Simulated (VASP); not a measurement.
# Sn (Im-3m) in VASP: relaxation of cell and atoms with PBE+rVV10

Aim: the relaxation of cell and atoms of Sn with PBE+rVV10.

All numbers are computed with VASP 6.6.1; they aren't measurements. Logs are shortened: lines on timing, memory, paths and dates and some standing lists are left out, and cuts for length are marked.

### 1 The structure

It takes space group Im-3m (No. 229, cubic). Conventional cell: a = 3.789 Å, b = 3.789 Å, c = 3.789 Å, α = 90.00°, β = 90.00°, γ = 90.00°. Sn (site symmetry m-3m) has 8 Sn at 3.28 Å as nearest neighbours.

This isn't the form of Sn at room conditions, which is tetragonal (white tin).

### 2 Relaxation of cell and atoms, PBE+rVV10

Contents of INCAR:

```
SYSTEM = Sn
PREC = Accurate ; ENCUT = 600
EDIFF = 1E-6 ; ISMEAR = -1
SIGMA = 0.05 ; LREAL = .False.
LASPH = .True. ; NELM = 80
ALGO = Normal ; ISIF = 3
LWAVE = .False. ; LCHARG = .False.
GGA = PE ; LUSE_VDW = .True.
IVDW_NL = 2 ; BPARAM = 10.0
CPARAM = 0.0093 ; IBRION = 2
NSW = 60 ; EDIFFG = -0.01
```

Contents of KPOINTS:

```
regular mesh
0
Gamma
  10 10 10
  0 0 0
```

Contents of POSCAR:

```
Sn
1.0
   -1.8946518192      1.8946518192      1.8946518192
    1.8946518192     -1.8946518192      1.8946518192
    1.8946518192      1.8946518192     -1.8946518192
Sn
1
Direct
    0.0000000000      0.0000000000      0.0000000000
```

Potentials or basis: VASP PAW PBE potentials, release 64 (Sn_d).

Launch:

```
> cat potpaw_PBE.64/Sn_d/POTCAR > POTCAR
> mpirun -np 1 vasp_std > vasp.out
```

OUTCAR:

```text
SYSTEM = Sn
   PREC = Accurate
   ENCUT = 600
   EDIFF = 1E-6
   ISMEAR = -1
   LREAL = .False.
   LASPH = .True.
   NELM = 80
   ISIF = 3
   GGA = PE
   IVDW_NL = 2
   BPARAM = 10.0
   IBRION = 2
   NSW = 60
   EDIFFG = -0.01

 ion  position               nearest neighbor table
   1  0.000  0.000  0.000-

  LATTYP: Found a body centered cubic cell.
 ALAT       =     3.7893036384

  Lattice vectors:

 A1 = (  -1.8946518192,   1.8946518192,   1.8946518192)
 A2 = (   1.8946518192,  -1.8946518192,   1.8946518192)
 A3 = (   1.8946518192,   1.8946518192,  -1.8946518192)

Analysis of symmetry for initial positions (statically):
=====================================================================
 Subroutine PRICEL returns:
 Original cell was already a primitive cell.

 Routine SETGRP: Setting up the symmetry group for a
 body centered cubic supercell.

 Subroutine GETGRP returns: Found 48 space group operations
 (whereof 48 operations were pure point group operations)
 out of a pool of 48 trial point group operations.

The static configuration has the point symmetry O_h .

Analysis of symmetry for dynamics (positions and initial velocities):
=====================================================================
 Subroutine PRICEL returns:
 Original cell was already a primitive cell.

 Routine SETGRP: Setting up the symmetry group for a
 body centered cubic supercell.

 Subroutine GETGRP returns: Found 48 space group operations
 (whereof 48 operations were pure point group operations)
 out of a pool of 48 trial point group operations.

The dynamic configuration has the point symmetry O_h .

 Subroutine INISYM returns: Found 48 space group operations
 (whereof 48 operations are pure point group operations),
 and found     1 'primitive' translations

----------------------------------------------------------------------------------------

                                     Primitive cell

  volume of cell :      27.2050

  direct lattice vectors                    reciprocal lattice vectors
    -1.894651819  1.894651819  1.894651819     0.000000000  0.263900731  0.263900731
     1.894651819 -1.894651819  1.894651819     0.263900731  0.000000000  0.263900731
     1.894651819  1.894651819 -1.894651819     0.263900731  0.263900731  0.000000000
[... 142 lines left out ...]
  Total       -0.0700704     -0.0700704     -0.0700704      0.0000000     -0.0000000      0.0000000
  in kB       -4.1266423     -4.1266423     -4.1266423      0.0000000     -0.0000000      0.0000000
  external PRESSURE =      -4.1266423 kB  Pullay stress =       0.0000000 kB

 VOLUME and BASIS-vectors are now :
 -----------------------------------------------------------------------------
  energy-cutoff  :      600.00
  volume of cell :       27.20
      direct lattice vectors                 reciprocal lattice vectors
    -1.894651819  1.894651819  1.894651819     0.000000000  0.263900731  0.263900731
     1.894651819 -1.894651819  1.894651819     0.263900731  0.000000000  0.263900731
     1.894651819  1.894651819 -1.894651819     0.263900731  0.263900731  0.000000000

 POSITION                                       TOTAL-FORCE (eV/Angst)
 -----------------------------------------------------------------------------------
      0.00000      0.00000      0.00000         0.000000     -0.000000     -0.000000
 -----------------------------------------------------------------------------------
    total drift:                               -0.000000     -0.000000     -0.000000

  FREE ENERGIE OF THE ION-ELECTRON SYSTEM (eV)
  ---------------------------------------------------
  free  energy   TOTEN  =        -3.3110459492 eV

  energy  without entropy=       -3.3037687317  energy(sigma->0) =       -3.30740734

--------------------------------------- Ionic step        2  -------------------------------------------

 number of electron      13.9999996 magnetization

 Free energy of the ion-electron system (eV)
  ---------------------------------------------------
  ext. energy  EPLUGINS =         0.00000000
  ---------------------------------------------------
  free energy    TOTEN  =        -3.31139311 eV

  energy without entropy =       -3.30426606  energy(sigma->0) =       -3.30782959

 E-fermi :   8.1468     XC(G=0): -10.4451

 val. band max:        8.0827779475   @ k =   0.2000   0.2000   0.0000
 cond. band min:       8.1551683411   @ k =   0.2000   0.2000   0.2000
 fundamental gap:      0.0723903936
 Fermi energy:         8.1468051908

 k-point     1 :       0.0000    0.0000    0.0000
  band No.  band energies     occupation
      1     -13.3597      2.00000
      2     -13.3597      2.00000
      3     -13.3597      2.00000
      4     -13.2170      2.00000
      5     -13.2170      2.00000
      6      -2.9807      2.00000
      7      16.2382      0.00000
      8      16.2382      0.00000
      9      16.2382      0.00000
     10      20.2958      0.00000
     11      20.2958      0.00000
[... 309 lines left out ...]
 k-point    24 :      -0.3000    0.3000    0.1000
  band No.  band energies     occupation
      1     -13.3678      2.00000
      2     -13.3218      2.00000
      3     -13.2504      2.00000
      4     -13.2258      2.00000
      5     -13.2141      2.00000
      6      -0.7837      2.00000
      7       8.3433      0.03854
      8      12.0604      0.00000
      9      13.3719      0.00000
     10      17.2135      0.00000
     11      18.2179      0.00000

 [... further k-points ...]
[... 5 lines left out ...]
  --------------------------------------------------------------------------------------
  -------------------------------------------------------------------------------------
  Total        0.0030834      0.0030834      0.0030834     -0.0000000      0.0000000      0.0000000
  in kB        0.1834440      0.1834440      0.1834440     -0.0000000      0.0000000      0.0000000
  external PRESSURE =       0.1834440 kB  Pullay stress =       0.0000000 kB

 VOLUME and BASIS-vectors are now :
 -----------------------------------------------------------------------------
  energy-cutoff  :      600.00
  volume of cell :       26.93
      direct lattice vectors                 reciprocal lattice vectors
    -1.888247174  1.888247174  1.888247174     0.000000000  0.264795842  0.264795842
     1.888247174 -1.888247174  1.888247174     0.264795842  0.000000000  0.264795842
     1.888247174  1.888247174 -1.888247174     0.264795842  0.264795842  0.000000000

 POSITION                                       TOTAL-FORCE (eV/Angst)
 -----------------------------------------------------------------------------------
     -1.88825      1.88825      1.88825         0.000000      0.000000     -0.000000
 -----------------------------------------------------------------------------------
    total drift:                               -0.000000     -0.000000      0.000000

  FREE ENERGIE OF THE ION-ELECTRON SYSTEM (eV)
  ---------------------------------------------------
  free  energy   TOTEN  =        -3.3113931141 eV

  energy  without entropy=       -3.3042660581  energy(sigma->0) =       -3.30782959

 reached required accuracy - stopping structural energy minimisation
```

OSZICAR:

```text
N       E                     dE             d eps       ncg     rms          rms(c)
DAV:   1     0.772743293655E+02    0.77274E+02   -0.80382E+03  1050   0.211E+03
DAV:   2     0.137728972292E+01   -0.75897E+02   -0.74197E+02  1052   0.356E+02
DAV:   3    -0.322214305589E+01   -0.45994E+01   -0.45576E+01  1196   0.784E+01
DAV:   4    -0.332307285290E+01   -0.10093E+00   -0.10087E+00  1167   0.124E+01
DAV:   5    -0.332676453807E+01   -0.36917E-02   -0.36916E-02  1230   0.233E+00    0.136E+00
DAV:   6    -0.331491492260E+01    0.11850E-01   -0.14786E-02  1208   0.231E+00    0.745E-01
DAV:   7    -0.331121653730E+01    0.36984E-02   -0.93404E-03  1210   0.174E+00    0.106E-01
DAV:   8    -0.331104536858E+01    0.17117E-03   -0.70769E-04  1181   0.517E-01    0.215E-02
DAV:   9    -0.331104518613E+01    0.18245E-06   -0.12999E-05  1343   0.499E-02    0.152E-02
DAV:  10    -0.331104594917E+01   -0.76304E-06   -0.24644E-06  1142   0.229E-02
   1 F= -.33110459E+01 E0= -.33074073E+01  d E =-.331105E+01
       N       E                     dE             d eps       ncg     rms          rms(c)
DAV:   1    -0.332698032311E+01   -0.15935E-01   -0.30718E-01  1190   0.116E+01    0.676E-01
DAV:   2    -0.331427287964E+01    0.12707E-01   -0.18891E-02  1166   0.304E+00    0.295E-01
DAV:   3    -0.331151285672E+01    0.27600E-02   -0.75539E-03  1472   0.178E+00    0.369E-02
DAV:   4    -0.331139807673E+01    0.11478E-03   -0.18514E-04  1139   0.202E-01    0.967E-03
DAV:   5    -0.331139217371E+01    0.59030E-05   -0.87765E-06  1502   0.277E-02    0.504E-03
DAV:   6    -0.331139311411E+01   -0.94040E-06   -0.14777E-06   936   0.212E-02
   2 F= -.33113931E+01 E0= -.33078296E+01  d E =-.347165E-03
```

CONTCAR:

```text
Sn
   1.00000000000000
    -1.8882471740713451    1.8882471740713451    1.8882471740713451
     1.8882471740713451   -1.8882471740713451    1.8882471740713451
     1.8882471740713451    1.8882471740713451   -1.8882471740713451
  Sn
     1
Direct
     1.0000000000000000    0.0000000000000000    0.0000000000000000

  0.00000000E+00  0.00000000E+00  0.00000000E+00
```

Run time: 84 s. Hardware: 1 thread of Intel Xeon Platinum 8259CL at 2.50GHz (Skylake/Cascade Lake), shared host; peak memory 0.26 GiB.

Results:

```yaml
Free_energy: -3.3114 eV
Relaxed_volume: 26.93 Å³/atom
Relaxed_cell: a = 3.271 Å, b = 3.271 Å, c = 3.271 Å, α = 109.47°, β = 109.47°, γ = 109.47°
Space_group_after_relaxing_to_0.05_Å: Im-3m (No. 229)
Energy_gained_by_relaxing: 0.3 meV/atom
Ionic_steps: 2
Pressure_after_relaxing: 0.0 GPa
Band_gap_on_the_k_mesh: none (metal or under the smearing width)
```

The path:
```tsv
step	energy change (eV)	largest force (eV/Å)	pressure (GPa)	volume (Å³)
1	0.0000	0.0000	-0.41	27.20
2	-0.0003	0.0000	0.02	26.93
```

Final structure:
```cif
data_structure
_symmetry_space_group_name_H-M 'P 1'
_symmetry_Int_Tables_number 1
_cell_length_a 3.2705
_cell_length_b 3.2705
_cell_length_c 3.2705
_cell_angle_alpha 109.471
_cell_angle_beta 109.471
_cell_angle_gamma 109.471
_cell_volume 26.93
loop_
_atom_site_label
_atom_site_type_symbol
_atom_site_fract_x
_atom_site_fract_y
_atom_site_fract_z
_atom_site_occupancy
Sn1 Sn 0.00000 0.00000 0.00000 1
```
